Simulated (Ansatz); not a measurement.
# 3-layer honeycomb SiC (AA') in a perpendicular field, part 3 of 3

Wanted: the out-of-plane response of the 3-layer honeycomb SiC (AA'). A positive field points along +c.

Ansatz 0.2.0; plane-wave DFT, PBE-D3(BJ), Ansatz PAW.

So far. Step 5 (Single point, field -0.1 V/Å): The dipole is -0.0338 e·Å, and the gap 2.013 eV. Step 6 (Atoms held, field 0.2 V/Å): The dipole is 0.0676 e·Å, and the gap 2.013 eV.

### Step 7. Atoms held, field 0.3 V/Å

File input.yaml:

```yaml
crystal:
  lattice:
    - [3.1275160833, 0.0, 0.0]
    - [-1.5637580417, 2.7085083789, 0.0]
    - [0.0, 0.0, 22.9252167654]
  atoms:
    - { symbol: C, position: [0.6666666667, 0.3333333333, 0.3925808027] }
    - { symbol: Si, position: [0.3333333333, 0.6666666667, 0.3980279901] }
    - { symbol: C, position: [0.3333333333, 0.6666666667, 0.5] }
    - { symbol: Si, position: [0.6666666667, 0.3333333333, 0.5] }
    - { symbol: C, position: [0.6666666667, 0.3333333333, 0.6074191973] }
    - { symbol: Si, position: [0.3333333333, 0.6666666667, 0.6019720099] }
kpoints:
  mp_grid: { grid: [18, 18, 1] }
  band_path:
    path: [[0, 0, 0], [0.5, 0, 0], [0.33333333, 0.33333333, 0], [0, 0, 0]]
    npoints: 16
hamiltonian:
  xc: pbe
  dispersion: d3bj
scf:
  occupations: { method: fermi_dirac, width: 0.02585 }
  convergence: { dr2_threshold: 1.0e-10 }
efield:
  axis: 3
  dipole_correction: true
  ramp_position: 0.9395
  ramp_width: 0.121
  amplitude: 0.3
output:
  write_potential: true
  write_density: true
  volumetric_format: npy
```

Started as:

```
$ ansatz run input.yaml --threads 2 --pin off --max-ram 3072MiB --backend cpu --events-out ev --progress --plain --runs-dir out
```

Numbers of over 12 decimals in the logs are rounded to 6 here.

The program printed:

```text
[...]
Crystal: 6 atoms, lattice volume = 194.197 Å³
Basis set: ecut = 420 eV, 3785 PW (Γ)
Bands: 18, of which v1, the nominal top of the filled ones, is band 12 counted from 1 (11 counted from 0)
Symmetry: 6 space group operations
k-points: 37 of 324 (time reversal used)
[...]
k-point 0: bands = [... 8 lower, -2.0744, -1.8004, -1.8004, -0.9081, 3.1421, 3.3567, 4.0858, 4.5911, ... 2 higher]
  k-point 1: bands = [... 8 lower, -2.1385, -2.0051, -1.8452, -0.8216, 3.3218, 3.4189, 4.1581, 4.6136, ... 2 higher]
  k-point 2: bands = [... 8 lower, -2.5520, -2.3139, -1.9738, -0.6683, 3.5324, 3.6237, 4.3370, 4.6129, ... 2 higher]
  k-point 36: bands = [... 8 lower, -5.5780, -3.1336, -2.4484, -0.6194, 2.6554, 3.7105, 4.7307, 4.9909, ... 2 higher]
[key lines of the parts left out:]
SCF converged after 15 iterations
Free energy (F): -2660.128825 eV
Fermi energy:    0.634292 eV
Dipole field:    D = 0.094507 V/Å  (p = 0.101425 e·Å, saw-weighted, corrected)
```

It took 28 s on 2 threads of Arm Neoverse N1, shared host; peak memory 0.43 GiB; 55 s of CPU time.

The dipole is 0.101 e·Å, and the gap 2.012 eV.

### Step 8. Response, atoms held

This step: plane-wave DFT, PBE-D3(BJ), Ansatz PAW; response to a field along the normal, atoms held (Ansatz 0.2.0).

The dipoles give the slope, and the difference of two potentials shows where the field is screened.

Numbers from this step:

```
equivalent conductor thickness p/(ε₀AE) : 7.217 Å
distance between the outer atoms        : 4.925 Å
```

Dipole of the cell against applied field:

```
applied field (V/Å)  dipole of the cell (e·Å)
             -0.100                   -0.0338
              0.000                    4.6e-7
              0.100                    0.0338
              0.200                    0.0676
              0.300                     0.101
```

Local field over the applied field, running mean. From the potentials at -0.1 and 0.1 V/Å; running mean over 2.8 Å. Local field over applied field against z:

z (Å), local field over applied field and a bar:
```
      4.5      0.997 ##############################
      5.0      0.991 ##############################
      5.5      0.977 #############################
      6.0      0.942 ############################
      6.5      0.866 ##########################
      7.0      0.734 ######################
      7.5      0.571 ################
      8.0      0.412 ###########
      8.5      0.264 ######
      9.0      0.149 ###
      9.5      0.083 #
     10.0      0.065 
     10.5      0.064 
     11.0      0.065 
     11.5      0.069 
     12.0      0.065 
     12.5      0.064 
     13.0      0.066 
     13.5      0.089 #
     14.0      0.164 ###
     14.5      0.285 #######
     15.0      0.435 ############
     15.5      0.595 #################
     16.0      0.757 ######################
     16.5      0.881 ##########################
     17.0      0.949 ############################
     17.5      0.980 #############################
     18.0      0.992 ##############################
     18.5      0.997 ##############################
```

The induced electron density oscillates, so the rows of the table below give means over windows of 0.5 Å about each position, cut where the curve ends. Its maxima inside the range that stand out by 2 % of the span (Å: e/Å³ per V/Å): 8.02: 0.00385, 9.31: 3.8e-4, 10.75: 4.3e-4, 13.04: 4.1e-4, 14.04: 4.9e-4. Its minima: 8.88: -4.9e-4, 9.89: -4.1e-4, 12.18: -4.3e-4, 13.61: -3.8e-4, 14.90: -0.00385.

Electrons, planar mean, per unit field. Induced electron density against z; means over each step:

z (Å), induced electron density (e/Å³ per V/Å) and a bar from the least value:
```
      4.5    0.00001 ###############
      5.0    0.00004 ###############
      5.5    0.00010 ###############
      6.0    0.00026 ################
      6.5    0.00063 ##################
      7.0    0.00146 #####################
      7.5    0.00283 ###########################
      8.0    0.00366 ##############################
      8.5    0.00150 #####################
      9.0   -0.00013 ###############
      9.5    0.00005 ###############
     10.0   -0.00032 ##############
     10.5    0.00019 ################
     11.0    0.00024 ################
     11.5    0.00000 ###############
     12.0   -0.00030 ##############
     12.5   -0.00011 ###############
     13.0    0.00034 ################
     13.5   -0.00013 ###############
     14.0    0.00015 ################
     14.5   -0.00196 #######
     15.0   -0.00369 
     15.5   -0.00263 ####
     16.0   -0.00128 ##########
     16.5   -0.00055 #############
     17.0   -0.00022 ##############
     17.5   -0.00008 ###############
     18.0   -0.00003 ###############
     18.5   -0.00001 ###############
```

The smaller of the gaps on the path and on the k-mesh, counted as 0 under 0.03 eV. The gap stays at 2.01 eV for applied field from -0.1 to 0.3 V/Å.

By hand: between -0.1 and 0.1 V/Å the dipole changes by 0.06757 e·Å, a slope of 0.3379 e·Å²/V. A perfect conductor of thickness t has p = ε₀AEt, so t = 180.95 × 0.3379 / 8.471 = 7.22 Å (e/ε₀ = 180.95 V·Å, A in Å²).

The induced dipole is that of a conductor 7.22 Å thick.

### Step 9. Results

```
gap without field                          : 2.01 eV
ionisation energy, upper face              : 5.28 eV
electron affinity, upper face              : 3.27 eV
equivalent conductor thickness, atoms held : 7.22 Å
```

The induced dipole equals that of a perfect conductor 7.22 Å thick, while the outer atoms lie 4.93 Å apart; an out-of-plane ε follows only once a thickness t is chosen, by 1 − 1/ε = 7.22 Å / t. The gap stays within 0.01 eV of 2.01 eV over the fields run, up to 0.3 V/Å in size. Semilocal functionals give gaps that are too small, and excitons are not included. After relaxation neighbouring layers come as close as 2.3 Å along the normal, so they are bonded in part and no longer a van der Waals stack.

[Logs are printed without paths, hosts, clocks, repeated set-up lines and the standing remarks that a program may print on its own settings, such as how far it seeks lower states.]

[Hosts, paths, dates, database ids (printed as entryN), source tags and the programs' standing remarks are cut or masked in the printed files.]

[Maps of the electrostatic potential energy from Ansatz leave out the sawtooth potential of an applied field or a dipole correction, so their vacuum need not be flat; planar profiles and work functions include it.]
